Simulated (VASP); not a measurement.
# ZnO (zincite) (P6_3mc) in VASP: a series of runs

The runs below take ZnO (zincite) through single point, with r2SCAN.

Program: VASP 6.6.1. These are calculated values, not measurements. Logs are shortened: lines on timing, memory, paths and dates and some standing lists are left out, and cuts for length are marked.

**What was measured.**

From “Electronic structure of alkaline earth and post-transition metal oxides”, 2009, arxiv:0908.1581, for a bulk crystal of ZnO: band gap 3.37 eV.

The results are compared with them further down.

## 1. The crystal as given

It takes space group P6_3mc (No. 186, hexagonal). Conventional cell: a = 3.235 Å, b = 3.235 Å, c = 5.211 Å, α = 90.00°, β = 90.00°, γ = 120.00°. Around Zn (site symmetry 3m) lie 4 O at 1.97 to 1.98 Å. O (site symmetry 3m) is surrounded by 4 Zn at 1.97 to 1.98 Å.

## 2. Single point, r2SCAN

POSCAR

```
ZnO
1.0
    3.2352047606      0.0000000000      0.0000000000
   -1.6176023803      2.8017695091      0.0000000000
    0.0000000000      0.0000000000      5.2113589508
Zn O
2 2
Direct
    0.3333333333      0.6666666667      0.4996911392
    0.6666666667      0.3333333333     -0.0003088608
    0.6666666667      0.3333333333      0.3793188608
    0.3333333333      0.6666666667      0.8793188608
```

INCAR.step1

```
SYSTEM = ZnO
  PREC = Accurate
  ENCUT = 520
  ISMEAR = -5
  SIGMA = 0.02
  LREAL = .False.
  LASPH = .True.
  NELM = 100
  NBANDS = 26
  GGA = PE
  ALGO = Normal
  EDIFF = 1E-4
  LWAVE = .True.
  LCHARG = .False.
```

INCAR.step2

```
SYSTEM = ZnO
  PREC = Accurate
  ENCUT = 520
  EDIFF = 1E-6
  ISMEAR = 0
  SIGMA = 0.02
  LREAL = .False.
  LASPH = .True.
  NELM = 100
  ALGO = Normal
  ISIF = 2
  LWAVE = .False.
  LCHARG = .False.
  METAGGA = R2SCAN
  LMIXTAU = .True.
  LORBIT = 11
  NBANDS = 26
  ISTART = 1
```

KPOINTS

```
Automatic mesh
0
Gamma
  9 9 6
  0 0 0
```

Potentials or basis: VASP PAW PBE potentials, release 64 (Zn, O).

Run with:

```
$ cat potpaw_PBE.64/Zn/POTCAR potpaw_PBE.64/O/POTCAR > POTCAR
$ cp INCAR.step1 INCAR
$ mpirun -np 1 vasp_std > vasp.out
$ cp INCAR.step2 INCAR
$ mpirun -np 1 vasp_std > vasp.out
```

OUTCAR:

```text
SYSTEM = ZnO
   PREC = Accurate
   ENCUT = 520
   EDIFF = 1E-6
   ISMEAR = 0
   LREAL = .False.
   LASPH = .True.
   NELM = 100
   ISIF = 2
   METAGGA = R2SCAN
   LORBIT = 11
   ISTART = 1

 ion  position               nearest neighbor table
   1  0.333  0.667  0.500-   3 1.97   3 1.97   3 1.97   4 1.98
   2  0.667  0.333  1.000-   4 1.97   4 1.97   4 1.97   3 1.98
   3  0.667  0.333  0.379-   1 1.97   1 1.97   1 1.97   2 1.98
   4  0.333  0.667  0.879-   2 1.97   2 1.97   2 1.97   1 1.98

  LATTYP: Found a hexagonal cell.
 ALAT       =     3.2352047606
 C/A-ratio  =     1.6108281659

  Lattice vectors:

 A1 = (   3.2352047606,   0.0000000000,   0.0000000000)
 A2 = (  -1.6176023803,   2.8017695091,   0.0000000000)
 A3 = (   0.0000000000,   0.0000000000,   5.2113589508)

Analysis of symmetry for initial positions (statically):
=====================================================================
 Subroutine PRICEL returns:
 Original cell was already a primitive cell.

 Routine SETGRP: Setting up the symmetry group for a
 hexagonal supercell.

 Subroutine GETGRP returns: Found 12 space group operations
 (whereof  6 operations were pure point group operations)
 out of a pool of 24 trial point group operations.

The static configuration has the point symmetry C_3v.
 The point group associated with its full space group is C_6v.

Analysis of symmetry for dynamics (positions and initial velocities):
=====================================================================
 Subroutine PRICEL returns:
 Original cell was already a primitive cell.

 Routine SETGRP: Setting up the symmetry group for a
 hexagonal supercell.

 Subroutine GETGRP returns: Found 12 space group operations
 (whereof  6 operations were pure point group operations)
 out of a pool of 24 trial point group operations.

The dynamic configuration has the point symmetry C_3v.
 The point group associated with its full space group is C_6v.

 Subroutine INISYM returns: Found 12 space group operations
 (whereof  6 operations are pure point group operations),
 and found     1 'primitive' translations

----------------------------------------------------------------------------------------

                                     Primitive cell

  volume of cell :      47.2373

  direct lattice vectors                    reciprocal lattice vectors
     3.235204761  0.000000000  0.000000000     0.309099446  0.178458648  0.000000000
    -1.617602380  2.801769509  0.000000000     0.000000000  0.356917297  0.000000000
     0.000000000  0.000000000  5.211358951     0.000000000  0.000000000  0.191888528

  length of vectors
     3.235204761  3.235204761  5.211358951     0.356917297  0.356917297  0.191888528

  position of ions in fractional coordinates (direct lattice)
     0.333333333  0.666666667  0.499691139
     0.666666667  0.333333333  0.999691139
     0.666666667  0.333333333  0.379318861
     0.333333333  0.666666667  0.879318861

  ion indices of the primitive-cell ions
   primitive index   ion index
                 1           1
                 2           2
                 3           3
                 4           4

----------------------------------------------------------------------------------------

 KPOINTS: Automatic mesh

Automatic generation of k-mesh.
 Grid dimensions read from file:
 generate k-points for:    9    9    6

 Generating k-lattice:

  Cartesian coordinates                     Fractional coordinates (reciprocal lattice)
     0.034344383  0.019828739  0.000000000     0.111111111 -0.000000000  0.000000000
     0.000000000  0.039657477  0.000000000     0.000000000  0.111111111  0.000000000
     0.000000000  0.000000000  0.031981421     0.000000000  0.000000000  0.166666667

  Length of vectors
     0.039657477  0.039657477  0.031981421

  Shift w.r.t. Gamma in fractional coordinates (k-lattice)
     0.000000000  0.000000000  0.000000000

 Subroutine IBZKPT returns following result:
 ===========================================

 Found     48 irreducible k-points:

 Following reciprocal coordinates:
            Coordinates               Weight
  0.000000  0.000000  0.000000      1.000000
  0.111111  0.000000  0.000000      6.000000
  0.222222 -0.000000  0.000000      6.000000
  0.333333  0.000000  0.000000      6.000000
  0.444444 -0.000000  0.000000      6.000000
  0.111111  0.111111  0.000000      6.000000
[... 16 lines left out ...]
  0.333333  0.222222  0.166667     24.000000
  0.333333  0.333333  0.166667      4.000000
 [... further k-points ...]
   k-points           NKPTS =     48   k-points in BZ     NKDIM =     48   number of bands    NBANDS=     26
   number of dos      NEDOS =    301   number of ions     NIONS =      4
   total plane-waves  NPLWV =  23040
   dimension x,y,z NGX =    24 NGY =   24 NGZ =   40
   dimension x,y,z NGXF=    48 NGYF=   48 NGZF=   80
   ions per type =               2   2
   NGX,Y,Z   is equivalent  to a cutoff of  12.33, 12.33, 12.76 a.u.
   NGXF,Y,Z  is equivalent  to a cutoff of  24.67, 24.67, 25.52 a.u.
 SYSTEM =  ZnO
   PREC   = accura    normal or accurate (medium, high low for compatibility)
   ISTART =      1    job   : 0-new  1-cont  2-samecut
   ICHARG =      0    charge: 1-file 2-atom 10-const
   ISPIN  =      1    spin polarized calculation?
   LNONCOLLINEAR =      F non collinear calculations
   LSORBIT =      F    spin-orbit coupling
   LASPH  =      T    aspherical Exc in radial PAW
   ENCUT  =  520.0 eV  38.22 Ry    6.18 a.u.   6.02  6.02  9.69*2*pi/ulx,y,z
   NELM   =    100;   NELMIN=  2; NELMDL=  0     # of ELM steps
   EDIFF  = 0.1E-05   stopping-criterion for ELM
   LREAL  =      F    real-space projection
   EDIFFG = 0.1E-04   stopping-criterion for IOM
   NSW    =      0    number of steps for IOM
   IBRION =     -1    ionic relax: 0-MD 1-quasi-New 2-CG
   NFREE  =      0    steps in history (QN), initial steepest desc. (CG)
   ISIF   =      2    stress and relaxation
   ISYM   =      2    0-nonsym 1-usesym 2-fastsym
   POTIM  = 0.5000    time-step for ionic-motion
   TEBEG  =    0.0;   TEEND  =   0.0 temperature during run
   PSTRESS=    0.0 pullay stress
   NELECT =      36.0000    total number of electrons
   NUPDOWN=      -1.0000    fix difference up-down
   EMIN   =  10.00;   EMAX   =-10.00  energy-range for DOS
   EFERMI =   0.00;   METHOD = LEGACY
   ISMEAR =     0;   SIGMA  =   0.02  broadening in eV -4-tet -1-fermi 0-gaus
   EFERMI_NEDOS =   21; number of points for ismear=-14 and -15
   IALGO  =     38    algorithm
   IMIX   =      4    mixing-type and parameters
     AMIX     =   0.40;   BMIX     =  1.00
     AMIX_MAG =   1.60;   BMIX_MAG =  1.00
  volume/ion in A,a.u.               =      11.81        79.69
  Fermi-wavevector in a.u.,A,eV,Ry     =   1.495365  2.825831 30.424221  2.236117
  Thomas-Fermi vector in A             =   2.607519
   LORBIT       =     11    0 simple, 1 ext, 2 COOP (PROOUT), +10 PAW based schemes
   METAGGA = R2SCAN    functional components
   LHFCALC =     F    Hartree Fock is set to
   AEXX    =    0.0000 exact exchange contribution
   IVDW    =     0    specifies the selected vdW correction
   LEPSILON=     F    determine dielectric tensor
   LRPA    =     F    only Hartree local field effects (RPA)
 non-spin polarized calculation
 Gauss-broadening in eV      SIGMA  =   0.02
  energy-cutoff  :      520.00
  volume of cell :       47.24
 maximum number of plane-waves:      1290
   NGX = 13   NGY = 13   NGZ = 19

 number of electron      36.0000015 magnetization

 Free energy of the ion-electron system (eV)
  ---------------------------------------------------
  ext. energy  EPLUGINS =         0.00000000
  ---------------------------------------------------
  free energy    TOTEN  =       -36.31736892 eV

  energy without entropy =      -36.31736892  energy(sigma->0) =      -36.31736892

 E-fermi :   1.0445     XC(G=0): -11.7064

 val. band max:        0.9188469633   @ k =   0.0000   0.0000   0.0000
 cond. band min:       2.1535004777   @ k =   0.0000   0.0000   0.0000
 fundamental gap:      1.2346535144
 Fermi energy:         1.0444836007

 k-point     1 :       0.0000    0.0000    0.0000
  band No.  band energies     occupation
      1     -18.2268      2.00000
      2     -17.5307      2.00000
      3      -4.9395      2.00000
      4      -4.9395      2.00000
      5      -4.8830      2.00000
      6      -4.8362      2.00000
[... 18 lines left out ...]
     25      16.0377      0.00000
     26      16.0379      0.00000

 k-point     2 :       0.1111    0.0000    0.0000
  band No.  band energies     occupation
      1     -18.1616      2.00000
      2     -17.5018      2.00000
      3      -5.0129      2.00000
      4      -4.8984      2.00000
      5      -4.8415      2.00000
      6      -4.7718      2.00000
[... 18 lines left out ...]
     25      16.0297      0.00000
     26      16.1912      0.00000

 k-point     3 :       0.2222   -0.0000    0.0000
  band No.  band energies     occupation
      1     -17.9875      2.00000
      2     -17.4325      2.00000
      3      -5.1545      2.00000
      4      -4.8289      2.00000
      5      -4.8008      2.00000
      6      -4.6853      2.00000
[... 18 lines left out ...]
     25      15.1501      0.00000
     26      16.1182      0.00000

 k-point     4 :       0.3333    0.0000    0.0000
  band No.  band energies     occupation
      1     -17.7668      2.00000
      2     -17.3681      2.00000
      3      -5.2279      2.00000
      4      -4.8708      2.00000
      5      -4.7085      2.00000
      6      -4.5027      2.00000
[... 18 lines left out ...]
     25      15.1868      0.00000
     26      15.9623      0.00000
[... 496 lines left out ...]
      1     -17.6378      2.00000
      2     -17.3687      2.00000
      3      -5.0457      2.00000
      4      -4.9794      2.00000
      5      -4.6203      2.00000
      6      -4.5573      2.00000
[... 18 lines left out ...]
     25      13.5730      0.00000
     26      16.9114      0.00000

 k-point    23 :       0.3333    0.2222    0.1667
  band No.  band energies     occupation
      1     -17.4962      2.00000
      2     -17.3634      2.00000
      3      -4.9995      2.00000
      4      -4.7856      2.00000
      5      -4.6206      2.00000
      6      -4.4404      2.00000
[... 18 lines left out ...]
     25      14.3606      0.00000
     26      16.0163      0.00000

 k-point    24 :       0.3333    0.3333    0.1667
  band No.  band energies     occupation
      1     -17.4047      2.00000
      2     -17.4047      2.00000
      3      -4.9361      2.00000
      4      -4.6500      2.00000
      5      -4.6500      2.00000
      6      -4.3152      2.00000
[... 18 lines left out ...]
     25      15.0122      0.00000
     26      16.2759      0.00000

 [... further k-points ...]
[... 5 lines left out ...]
  --------------------------------------------------------------------------------------
  -------------------------------------------------------------------------------------
  Total        0.2906009      0.2906009      0.3258492      0.0000000      0.0000000      0.0000000
  in kB        9.8564916      9.8564916     11.0520289      0.0000000      0.0000000      0.0000000
  external PRESSURE =      10.2550041 kB  Pullay stress =       0.0000000 kB

 VOLUME and BASIS-vectors are now :
 -----------------------------------------------------------------------------
  energy-cutoff  :      520.00
  volume of cell :       47.24
      direct lattice vectors                 reciprocal lattice vectors
     3.235204761  0.000000000  0.000000000     0.309099446  0.178458648  0.000000000
    -1.617602380  2.801769509  0.000000000     0.000000000  0.356917297  0.000000000
     0.000000000  0.000000000  5.211358951     0.000000000  0.000000000  0.191888528

 POSITION                                       TOTAL-FORCE (eV/Angst)
 -----------------------------------------------------------------------------------
     -0.00000      1.86785      2.60407         0.000000     -0.000000     -0.009889
      1.61760      0.93392      5.20975        -0.000000      0.000000     -0.009889
      1.61760      0.93392      1.97677        -0.000000     -0.000000      0.009889
     -0.00000      1.86785      4.58245        -0.000000      0.000000      0.009889
 -----------------------------------------------------------------------------------
    total drift:                                0.000001      0.000001     -0.074681

  FREE ENERGIE OF THE ION-ELECTRON SYSTEM (eV)
  ---------------------------------------------------
  free  energy   TOTEN  =       -36.3173689181 eV

  energy  without entropy=      -36.3173689181  energy(sigma->0) =      -36.31736892

 total charge

# of ion       s       p       d       tot
------------------------------------------
    1        0.438   0.487   9.924  10.849
    2        0.438   0.487   9.924  10.849
    3        1.553   3.490   0.000   5.042
    4        1.553   3.490   0.000   5.042
--------------------------------------------------
tot          3.982   7.954  19.847  31.783
```

Wall time 2.2 min (1 thread of Intel Xeon Platinum 8259CL at 2.50GHz (Skylake/Cascade Lake), shared host); peak memory 0.2 GiB.

Results:

```
Free energy                                           : -36.3174 eV
Pressure                                              : 1.0 GPa
Largest force                                         : 0.010 eV/Å
Band gap on the k mesh                                : 1.23 eV, direct
Valence electrons inside the program's atomic spheres : Zn 10.85; O 5.04
```

Forces in eV/Å, atoms in the order of the input:
```
Zn   0.000  0.000 -0.010
Zn   0.000  0.000 -0.010
O    0.000  0.000  0.010
O    0.000  0.000  0.010
```

Caveat: the PAW data sets were made with another functional, which shifts forces and pressure a little.

## 3. Single point, r2SCAN

POSCAR is that of step 2.

INCAR.step1

```
SYSTEM = ZnO
PREC = Accurate
ENCUT = 520
ISMEAR = 0
SIGMA = 0.02
LREAL = .False.
LASPH = .True.
NELM = 100
NBANDS = 26
GGA = PE
ALGO = Normal
EDIFF = 1E-4
LWAVE = .True.
LCHARG = .False.
```

INCAR.step2

```
SYSTEM = ZnO
PREC = Accurate
ENCUT = 520
EDIFF = 1E-6
ISMEAR = 0
SIGMA = 0.02
LREAL = .False.
LASPH = .True.
NELM = 100
ALGO = Normal
ISIF = 2
LWAVE = .False.
LCHARG = .False.
METAGGA = R2SCAN
LMIXTAU = .True.
NBANDS = 26
ISTART = 1
```

KPOINTS

```
regular mesh
0
Gamma
  9 9 6
  0 0 0
```

Potentials or basis: VASP PAW PBE potentials, release 64 (Zn, O).

Run with:

```
$ cat potpaw_PBE.64/Zn/POTCAR potpaw_PBE.64/O/POTCAR > POTCAR
$ cp INCAR.step1 INCAR
$ mpirun -np 1 vasp_std > vasp.out
$ cp INCAR.step2 INCAR
$ mpirun -np 1 vasp_std > vasp.out
```

Wall time 2.2 min (1 thread of Intel Xeon Platinum 8259CL at 2.50GHz (Skylake/Cascade Lake), shared host); peak memory 0.19 GiB.

Results (log left out):

- Free energy: -36.3174 eV
- Pressure: 1.0 GPa
- Largest force: 0.010 eV/Å
- Band gap on the k mesh: 1.23 eV, direct

Forces in eV/Å, atoms in the order of the input:
```
Zn   0.000  0.000 -0.010
Zn   0.000  0.000 -0.010
O    0.000  0.000  0.010
O    0.000  0.000  0.010
```

Stress tensor (GPa, compression positive):
```
0.99 0.00 0.00
0.00 0.99 0.00
0.00 0.00 1.11
```

Levels at points of the mesh, in eV from the valence-band top:
| k point | band 15 | band 16 | band 17 | band 18 | band 19 | band 20 | band 21 | band 22 |
| --- | --- | --- | --- | --- | --- | --- | --- | --- |
| (0.00, 0.00, 0.00) | -0.82 | -0.09 | 0.00 | 0.00 | 1.23 | 5.87 | 8.83 | 13.73 |
| (0.00, 0.00, 0.50) | -0.40 | -0.40 | -0.40 | -0.40 | 3.94 | 3.94 | 10.83 | 10.83 |

Caveat: the PAW data sets were made with another functional, which shifts forces and pressure a little.

## 4. Comparison with measurements

Step 2. Against the measured gap of ZnO, 3.37 eV (quoted in “Electronic structure of alkaline earth and post-transition metal oxides”, 2009, arxiv:0908.1581), the calculated 1.23 eV is off by -2.14 eV. So large a miss can be the level of theory's own, or it may mean another phase, state or a wrong row. The value is that of r2SCAN, without temperature or zero-point motion.

Step 3. A measured gap of ZnO is 3.37 eV (quoted in “Electronic structure of alkaline earth and post-transition metal oxides”, 2009, arxiv:0908.1581); the calculated 1.23 eV misses it by -2.14 eV. So large a miss can be the level of theory's own, or it may mean another phase, state or a wrong row. The value is that of r2SCAN, without temperature or zero-point motion.
